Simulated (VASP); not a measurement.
# Au (Pm-3m) in VASP: settings compared, part 2 of 4

VASP 6.6.1. The steps go on from the part before.

### Step 3. Band structure, PBE

INCAR reads:

```
PREC     = Accurate       # precision mode
ENCUT    = 520            # plane-wave cutoff, eV
EDIFF    = 1E-6           # SCF threshold, eV
ISMEAR   = -1             # smearing method
SIGMA    = 0.05           # smearing width, eV
LREAL    = F              # projectors in reciprocal space
LASPH    = T              # aspherical terms in the spheres
NELM     = 100            # most SCF steps
ALGO     = Fast           # electronic algorithm
ISIF     = 2              # what is computed and relaxed
LWAVE    = F              # write WAVECAR
LCHARG   = F              # write CHGCAR
LMAXMIX  = 4              # l up to which the mixer works
GGA      = PE             # functional
```

KPOINTS reads:

```
regular mesh
0
Gamma
  10 10 10
```

POSCAR reads:

```
Au
1.0
    2.7484100000      0.0000000000      0.0000000000
    0.0000000000      2.7484100000      0.0000000000
    0.0000000000      0.0000000000      2.7484100000
Au
1
Direct
    0.5000000000      0.5000000000      0.5000000000
```

KPOINTS_OPT reads:

```
path GXMGRX,MR
15
line-mode
reciprocal
 0.0000000000  0.0000000000  0.0000000000  G
 0.0000000000  0.5000000000  0.0000000000  X

 0.0000000000  0.5000000000  0.0000000000  X
 0.5000000000  0.5000000000  0.0000000000  M

 0.5000000000  0.5000000000  0.0000000000  M
 0.0000000000  0.0000000000  0.0000000000  G

 0.0000000000  0.0000000000  0.0000000000  G
 0.5000000000  0.5000000000  0.5000000000  R

 0.5000000000  0.5000000000  0.5000000000  R
 0.0000000000  0.5000000000  0.0000000000  X

 0.5000000000  0.5000000000  0.0000000000  M
 0.5000000000  0.5000000000  0.5000000000  R
```

Potentials or basis: VASP PAW PBE potentials, release 64 (Au).

On the command line:

```
$ cat potpaw_PBE.64/Au/POTCAR > POTCAR
$ mpirun -np 1 vasp_std > vasp.out
```

OUTCAR:

```text
PREC = Accurate
   ENCUT = 520
   EDIFF = 1E-6
   ISMEAR = -1
   LREAL = F
   LASPH = T
   NELM = 100
   ISIF = 2
   GGA = PE

 ion  position               nearest neighbor table
   1  0.500  0.500  0.500-

  LATTYP: Found a simple cubic cell.
 ALAT       =     2.7484100000

  Lattice vectors:

 A1 = (   2.7484100000,   0.0000000000,   0.0000000000)
 A2 = (   0.0000000000,   2.7484100000,   0.0000000000)
 A3 = (   0.0000000000,   0.0000000000,   2.7484100000)

Analysis of symmetry for initial positions (statically):
=====================================================================
 Subroutine PRICEL returns:
 Original cell was already a primitive cell.

 Routine SETGRP: Setting up the symmetry group for a
 simple cubic supercell.

 Subroutine GETGRP returns: Found 48 space group operations
 (whereof 48 operations were pure point group operations)
 out of a pool of 48 trial point group operations.

The static configuration has the point symmetry O_h .

Analysis of symmetry for dynamics (positions and initial velocities):
=====================================================================
 Subroutine PRICEL returns:
 Original cell was already a primitive cell.

 Routine SETGRP: Setting up the symmetry group for a
 simple cubic supercell.

 Subroutine GETGRP returns: Found 48 space group operations
 (whereof 48 operations were pure point group operations)
 out of a pool of 48 trial point group operations.

The dynamic configuration has the point symmetry O_h .

 Subroutine INISYM returns: Found 48 space group operations
 (whereof 48 operations are pure point group operations),
 and found     1 'primitive' translations

----------------------------------------------------------------------------------------

                                     Primitive cell

  volume of cell :      20.7608

  direct lattice vectors                    reciprocal lattice vectors
[... 102 lines left out ...]
   IALGO  =     68    algorithm
   IMIX   =      4    mixing-type and parameters
     AMIX     =   0.40;   BMIX     =  1.00
     AMIX_MAG =   1.60;   BMIX_MAG =  1.00
  volume/ion in A,a.u.               =      20.76       140.10
  Fermi-wavevector in a.u.,A,eV,Ry     =   1.324720  2.503358 23.876646  1.754884
  Thomas-Fermi vector in A             =   2.454234
   LORBIT       =      0    0 simple, 1 ext, 2 COOP (PROOUT), +10 PAW based schemes
   GGA     = PE    functional components
   LHFCALC =     F    Hartree Fock is set to
   AEXX    =    0.0000 exact exchange contribution
   IVDW    =     0    specifies the selected vdW correction
   LEPSILON=     F    determine dielectric tensor
   LRPA    =     F    only Hartree local field effects (RPA)
 non-spin polarized calculation
 RMM-DIIS sequential band-by-band and
  energy-cutoff  :      520.00
  volume of cell :       20.76
 maximum number of plane-waves:       587
   NGX = 11   NGY = 11   NGZ = 11

 number of electron      10.9999996 magnetization

 Free energy of the ion-electron system (eV)
  ---------------------------------------------------
  ext. energy  EPLUGINS =         0.00000000
  ---------------------------------------------------
  free energy    TOTEN  =        -3.01310722 eV

  energy without entropy =       -3.00979602  energy(sigma->0) =       -3.01145162

 E-fermi :   6.2770     XC(G=0): -11.4230

 val. band max:        6.1788541667   @ k =   0.4000   0.3000   0.0000
 cond. band min:       6.3373042125   @ k =   0.4000   0.2000   0.2000
 fundamental gap:      0.1584500458
 Fermi energy:         6.2769790852

 k-point     1 :       0.0000    0.0000    0.0000
  band No.  band energies     occupation
      1      -1.4735      2.00000
      2       0.6766      2.00000
      3       0.6766      2.00000
      4       4.8362      2.00000
      5       4.8362      2.00000
      6       4.8362      2.00000
      7      20.1112      0.00000
      8      20.1112      0.00000
      9      20.1112      0.00000
[... 265 lines left out ...]
 k-point    24 :       0.3000    0.1000    0.1000
  band No.  band energies     occupation
      1       0.4810      2.00000
      2       1.2288      2.00000
      3       2.6244      2.00000
      4       3.6773      2.00000
      5       3.9775      2.00000
      6       4.6292      2.00000
      7      13.1528      0.00000
      8      20.7749      0.00000
      9      21.4498      0.00000

 [... further k-points ...]
[... 5 lines left out ...]
  --------------------------------------------------------------------------------------
  -------------------------------------------------------------------------------------
  Total        0.0054714      0.0054714      0.0054714      0.0000000     -0.0000000      0.0000000
  in kB        0.4222477      0.4222477      0.4222477      0.0000000     -0.0000000      0.0000000
  external PRESSURE =       0.4222477 kB  Pullay stress =       0.0000000 kB

 VOLUME and BASIS-vectors are now :
 -----------------------------------------------------------------------------
  energy-cutoff  :      520.00
  volume of cell :       20.76
      direct lattice vectors                 reciprocal lattice vectors
     2.748410000  0.000000000  0.000000000     0.363846733  0.000000000  0.000000000
     0.000000000  2.748410000  0.000000000     0.000000000  0.363846733  0.000000000
     0.000000000  0.000000000  2.748410000     0.000000000  0.000000000  0.363846733

 POSITION                                       TOTAL-FORCE (eV/Angst)
 -----------------------------------------------------------------------------------
      1.37420      1.37420      1.37420         0.000000      0.000000      0.000000
 -----------------------------------------------------------------------------------
    total drift:                               -0.000000      0.000000     -0.000000

  FREE ENERGIE OF THE ION-ELECTRON SYSTEM (eV)
  ---------------------------------------------------
  free  energy   TOTEN  =        -3.0131072245 eV

  energy  without entropy=       -3.0097960242  energy(sigma->0) =       -3.01145162
```

OSZICAR:

```text
N       E                     dE             d eps       ncg     rms          rms(c)
DAV:   1     0.460621095961E+02    0.46062E+02   -0.58033E+03  1016   0.108E+03
DAV:   2    -0.278831839878E+01   -0.48850E+02   -0.45952E+02  1062   0.197E+02
DAV:   3    -0.328908554214E+01   -0.50077E+00   -0.49903E+00  1169   0.207E+01
[... 16 lines left out ...]
DAV:   6     0.156639333488E+04   -0.12171E-04     1124
DAV:   7     0.156639333471E+04   -0.16428E-06      938
       N       E                     dE             ncg
DAV:   1     0.833112764215E+04   -0.15316E+05      628
DAV:   2     0.678186625657E+04   -0.15493E+04      642
DAV:   3     0.676406903924E+04   -0.17797E+02      742
DAV:   4     0.676395388125E+04   -0.11516E+00      728
DAV:   5     0.676395280926E+04   -0.10720E-02      746
DAV:   6     0.676395279839E+04   -0.10872E-04      767
DAV:   7     0.676395279822E+04   -0.16980E-06      598
```

stdout:

```text
POSCAR found type information on POSCAR Au
 POSCAR found :  1 types and       1 ions
 scaLAPACK will be used
 LDA part: xc-table for (Slater+PW92), standard interpolation
 POSCAR, INCAR and KPOINTS ok, starting setup
 FFT: planning ... GRIDC
 FFT: planning ... GRID_SOFT
 FFT: planning ... GRID
 WAVECAR not read
 entering main loop
 Start KPOINTS_OPT (optional k-point list driver)
k-point batch [1-56\90]
k-point batch [57-90\90]
```

Run time: 9.6 s. Hardware: 1 thread of Intel Xeon Platinum 8375C at 2.90GHz (Ice Lake), shared host; peak memory 0.13 GiB.

Results:

```
Free energy             : -3.0131 eV
Pressure                : 0.0 GPa
Band gap along the path : none (metal or under the smearing width)
```

Levels at the corners of the path, in eV from the Fermi level:
```tsv
point	band 2	band 3	band 4	band 5	band 6	band 7	band 8	band 9
Γ	-5.60	-5.60	-1.44	-1.44	-1.44	13.83	13.83	13.83
X	-5.21	-2.86	-2.86	-1.31	-0.42	2.04	16.32	18.42
X	-5.21	-2.86	-2.86	-1.31	-0.42	2.04	16.32	18.42
M	-4.87	-2.61	-2.61	-0.30	3.84	3.84	6.37	11.45
M	-4.87	-2.61	-2.61	-0.30	3.84	3.84	6.37	11.45
Γ	-5.60	-5.60	-1.44	-1.44	-1.44	13.83	13.83	13.83
Γ	-5.60	-5.60	-1.44	-1.44	-1.44	13.83	13.83	13.83
R	-4.87	-4.87	-0.21	-0.21	8.40	8.40	8.40	10.17
R	-4.87	-4.87	-0.21	-0.21	8.40	8.40	8.40	10.17
X	-5.21	-2.86	-2.86	-1.31	-0.42	2.04	16.32	18.42
M	-4.87	-2.61	-2.61	-0.30	3.84	3.84	6.37	11.45
R	-4.87	-4.87	-0.21	-0.21	8.40	8.40	8.40	10.17
```

Caveat: spin-orbit coupling is left out, which moves the levels of the heavy elements.

### Step 4. Band structure, PBEsol

Edit INCAR of step 3 so:

```diff
@@ -13,2 +13,2 @@
 LMAXMIX  = 4              # l up to which the mixer works
-GGA      = PE             # functional
+GGA      = PS             # functional
```

KPOINTS is that of step 3.

POSCAR is that of step 3.

KPOINTS_OPT is that of step 3.

Potentials or basis: VASP PAW PBE potentials, release 64 (Au).

On the command line:

```
$ cat potpaw_PBE.64/Au/POTCAR > POTCAR
$ mpirun -np 1 vasp_std > vasp.out
```

OUTCAR:

```text
PREC = Accurate
   ENCUT = 520
   EDIFF = 1E-6
   ISMEAR = -1
   LREAL = F
   LASPH = T
   NELM = 100
   ISIF = 2
   GGA = PS

 ion  position               nearest neighbor table
   1  0.500  0.500  0.500-

  LATTYP: Found a simple cubic cell.
 ALAT       =     2.7484100000

  Lattice vectors:

 A1 = (   2.7484100000,   0.0000000000,   0.0000000000)
 A2 = (   0.0000000000,   2.7484100000,   0.0000000000)
 A3 = (   0.0000000000,   0.0000000000,   2.7484100000)

Analysis of symmetry for initial positions (statically):
=====================================================================
 Subroutine PRICEL returns:
 Original cell was already a primitive cell.

 Routine SETGRP: Setting up the symmetry group for a
 simple cubic supercell.

 Subroutine GETGRP returns: Found 48 space group operations
 (whereof 48 operations were pure point group operations)
 out of a pool of 48 trial point group operations.

The static configuration has the point symmetry O_h .

Analysis of symmetry for dynamics (positions and initial velocities):
=====================================================================
[... 154 lines left out ...]

  energy without entropy =       -3.61206287  energy(sigma->0) =       -3.61381039

 E-fermi :   6.0471     XC(G=0): -11.6167

 val. band max:        5.9444999125   @ k =   0.4000   0.3000   0.0000
 cond. band min:       6.1134035775   @ k =   0.4000   0.2000   0.2000
 fundamental gap:      0.1689036650
 Fermi energy:         6.0470603954

 k-point     1 :       0.0000    0.0000    0.0000
  band No.  band energies     occupation
      1      -1.7359      2.00000
      2       0.4754      2.00000
      3       0.4754      2.00000
      4       4.6720      2.00000
      5       4.6720      2.00000
      6       4.6720      2.00000
      7      19.8691      0.00000
      8      19.8691      0.00000
      9      19.8691      0.00000
[... 265 lines left out ...]
 k-point    24 :       0.3000    0.1000    0.1000
  band No.  band energies     occupation
      1       0.2370      2.00000
      2       1.0297      2.00000
      3       2.4131      2.00000
      4       3.5057      2.00000
      5       3.7951      2.00000
      6       4.4634      2.00000
      7      12.9040      0.00000
      8      20.5198      0.00000
      9      21.2070      0.00000

 [... further k-points ...]
[... 5 lines left out ...]
  --------------------------------------------------------------------------------------
  -------------------------------------------------------------------------------------
  Total       -0.8403985     -0.8403985     -0.8403985      0.0000000      0.0000000      0.0000000
  in kB      -64.8561661    -64.8561661    -64.8561661      0.0000000      0.0000000      0.0000000
  external PRESSURE =     -64.8561661 kB  Pullay stress =       0.0000000 kB

 VOLUME and BASIS-vectors are now :
 -----------------------------------------------------------------------------
  energy-cutoff  :      520.00
  volume of cell :       20.76
      direct lattice vectors                 reciprocal lattice vectors
     2.748410000  0.000000000  0.000000000     0.363846733  0.000000000  0.000000000
     0.000000000  2.748410000  0.000000000     0.000000000  0.363846733  0.000000000
     0.000000000  0.000000000  2.748410000     0.000000000  0.000000000  0.363846733

 POSITION                                       TOTAL-FORCE (eV/Angst)
 -----------------------------------------------------------------------------------
      1.37420      1.37420      1.37420         0.000000      0.000000      0.000000
 -----------------------------------------------------------------------------------
    total drift:                               -0.000000      0.000000     -0.000000

  FREE ENERGIE OF THE ION-ELECTRON SYSTEM (eV)
  ---------------------------------------------------
  free  energy   TOTEN  =        -3.6155579084 eV

  energy  without entropy=       -3.6120628744  energy(sigma->0) =       -3.61381039
```

Wall time 12 s (1 thread of Intel Xeon Platinum 8375C at 2.90GHz (Ice Lake), shared host); peak memory 0.13 GiB.

Results:

- Free energy: -3.6156 eV
- Pressure: -6.5 GPa
- Band gap along the path: none (metal or under the smearing width)

Levels at the corners of the path, in eV from the Fermi level:
```
point  band 2  band 3  band 4  band 5  band 6  band 7  band 8  band 9
    Γ   -5.57   -5.57   -1.38   -1.38   -1.38   13.82   13.82   13.82
    X   -5.17   -2.80   -2.80   -1.24   -0.47    2.06   16.31   18.39
    X   -5.17   -2.80   -2.80   -1.24   -0.47    2.06   16.31   18.39
    M   -4.84   -2.55   -2.55   -0.25    3.81    3.81    6.38   11.40
    M   -4.84   -2.55   -2.55   -0.25    3.81    3.81    6.38   11.40
    Γ   -5.57   -5.57   -1.38   -1.38   -1.38   13.82   13.82   13.82
    Γ   -5.57   -5.57   -1.38   -1.38   -1.38   13.82   13.82   13.82
    R   -4.83   -4.83   -0.16   -0.16    8.38    8.38    8.38   10.10
    R   -4.83   -4.83   -0.16   -0.16    8.38    8.38    8.38   10.10
    X   -5.17   -2.80   -2.80   -1.24   -0.47    2.06   16.31   18.39
    M   -4.84   -2.55   -2.55   -0.25    3.81    3.81    6.38   11.40
    R   -4.83   -4.83   -0.16   -0.16    8.38    8.38    8.38   10.10
```

Caveat: the PAW data sets were made with another functional, which shifts forces and pressure a little; spin-orbit coupling is left out, which moves the levels of the heavy elements.

(Continued in part 3 of 4.)
